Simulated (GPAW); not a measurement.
A run of GPAW 26.7.0:

Contents of run.py:

```python
from ase.filters import FrechetCellFilter
from ase.io import read, write
from ase.optimize import BFGS
from gpaw import GPAW, PW, setup_paths

setup_paths.insert(0, '.')

atoms = read('AlO.xyz')

calc = GPAW(mode=PW(800),
            xc='GGA_X_PW91+GGA_C_PW91',
            kpts={'size': (8, 8, 8), 'gamma': True},
            occupations={'name': 'fermi-dirac', 'width': 0.05},
            nbands=12,
            convergence={'density': 1e-05, 'energy': 1e-05},
            maxiter=150,
            txt='gpaw.txt')
atoms.calc = calc
opt = BFGS(FrechetCellFilter(atoms), trajectory='relax.traj', logfile='-')
done = opt.run(fmax=0.02, steps=60)
calc.write('gs.gpw')
write('result.traj', atoms)
print('Converged:', done)
print('Cell:', atoms.cell.cellpar().round(4))
print('Volume:', round(atoms.get_volume(), 4))
print(atoms.get_scaled_positions().round(5))
```

The input AlO.xyz:

```xyz
2
Lattice="2.7691900000 0.0000000000 0.0000000000 0.0000000000 2.7691900000 0.0000000000 0.0000000000 0.0000000000 2.7691900000" Properties=species:S:1:pos:R:3 pbc="T T T"
Al     1.3845950000      1.3845950000      1.3845950000
O      0.0000000000      0.0000000000      0.0000000000
```

Potentials or basis: PAW data sets generated in the run's folder for this functional, pw.

Launch:

```bash
$ gpaw-setup -f GGA_X_PW91+GGA_C_PW91 Al O
$ OMP_NUM_THREADS=1 python run.py
```

Hardware: 1 thread of Arm Neoverse V2 (shared host).

Question: Estimate the wall time of this run.

Answer: Wall time 8.3 s on 1 thread of Arm Neoverse V2, on a shared host, peak memory 0.14 GiB. Counts: scf iterations 10, plane waves 1110, bands 12, k points 35, ion steps 1.
